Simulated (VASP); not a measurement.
The system is Pt.

```
Pt
1.0
    -1.55989    1.55989    1.55989
     1.55989   -1.55989    1.55989
     1.55989    1.55989   -1.55989
Pt
1
Direct
  0.00000 0.00000 0.00000
```

This isn't the form of Pt at room conditions, which is fcc.

Base run:

| Item | Value |
| --- | --- |
| Program | VASP 6.6.1 |
| Functional | PBEsol |
| Potentials or basis | VASP PAW PBE potentials, release 64 (Pt) |
| Cutoff | 900 eV |
| k mesh | 18 × 18 × 18 |
| Occupations | gaussian, width 0.1 eV |
| Spin | no spin polarisation |

Its results: band gap on the k mesh none (metal or under the smearing width); pressure 0.0 GPa.

Question: After a change of settings the same cell gave: band gap on the k mesh none (metal or under the smearing width); pressure 1.1 GPa. Which change was it?
A. functional from PBEsol to r2SCAN; cutoff from 900 eV to 520 eV
B. cutoff from 900 eV to 520 eV; k mesh from 18 × 18 × 18 to 28 × 28 × 28
C. cutoff from 900 eV to 700 eV
D. cutoff from 900 eV to 520 eV; occupations from gaussian, width 0.1 eV to gaussian, width 0.5 eV

Answer: D.

Caveats: the PAW data sets were made with another functional, which shifts forces and pressure a little.

Not every run made on this cell is shown here.
